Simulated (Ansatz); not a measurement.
**Lattice dynamics at Γ of LiH (NiAs type)**

Perturbation theory with PBEsol in the plane-wave code Ansatz on the PBEsol cell, ground state and force constants on a 9×9×4 mesh. The cell comes from a prototype generator: it can be a known phase or a hypothetical one. Spin polarisation is off.

Space group P6_3/mmc (No. 194), hexagonal; a = 2.760 Å, c = 4.861 Å in the conventional setting, 8.02 Å³ an atom. Li has 6 H at 2.00 Å; H has 6 Li at 2.00 Å.

```cif
data_structure
_symmetry_space_group_name_H-M 'P6_3/mmc'
_symmetry_Int_Tables_number 194
_cell_length_a 2.7604
_cell_length_b 2.7604
_cell_length_c 4.8607
_cell_angle_alpha 90.000
_cell_angle_beta 90.000
_cell_angle_gamma 120.000
_cell_volume 32.08
loop_
_atom_site_label
_atom_site_type_symbol
_atom_site_symmetry_multiplicity
_atom_site_Wyckoff_symbol
_atom_site_fract_x
_atom_site_fract_y
_atom_site_fract_z
_atom_site_occupancy
Li1 Li 2 a 0.00000 0.00000 0.00000 1
H1 H 2 c 0.33333 0.66667 0.25000 1
```

Optical modes without the longitudinal term:
```
ω (cm⁻¹)  degeneracy  IR intensity, summed over the level ((D/Å)²/amu)
     131           2                                              0.00
     600           1                                              0.00
     638           2                                             90.76
     660           1                                             47.85
     736           2                                              0.00
    1062           1                                              0.00
```

The zone-centre optical frequencies run from 131 to 1062 cm⁻¹, none imaginary (the rest of the zone wasn't tested). With the long-range field the highest mode reaches 1109 cm⁻¹. Of the real levels 2 are infrared active, the strongest at 638 cm⁻¹.

ε∞: 4.17 along x and y, 4.00 along z. With the ions relaxed, ε⁰ is 11.6 along x and y, 11.3 along z. Born charges, averaged over directions: Li +0.94, H -0.94 e.

For comparison, on the r2SCAN cell the mean ε∞ is 3.60 with r2SCAN (ground state on 9×9×4; least gap 4.94 eV), 3.93 with PBE (ground state on 9×9×4; least gap 4.32 eV).
